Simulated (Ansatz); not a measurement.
We consider rutile GeO2, described by PBE (plane waves, PAW; Ansatz, a first-principles code).

A relaxed, unreconstructed slab of the (100) face has 18 atoms, two equal faces of 13.035 Å² each and an energy of -32576.8296 eV. A bulk cell of 6 atoms with the same orientation and in-plane k mesh has -10859.3624 eV. Energies are extrapolated to zero smearing.

Numerical settings: plane-wave cutoff 500 eV, 6×10×1 k mesh (along the axes of the cell as run), gaussian smearing 0.02 eV, scalar-relativistic PAW data made under PBE.

Worked out: γ = (E_slab − N E_bulk per atom)/2A = [-32576.8296 − 18 × (-10859.3624/6)]/(2 × 13.035) = 0.0482 eV/Å². With 16.022 J/m² per eV/Å² this is 0.77 J/m², or 0.63 eV per surface cell and face.
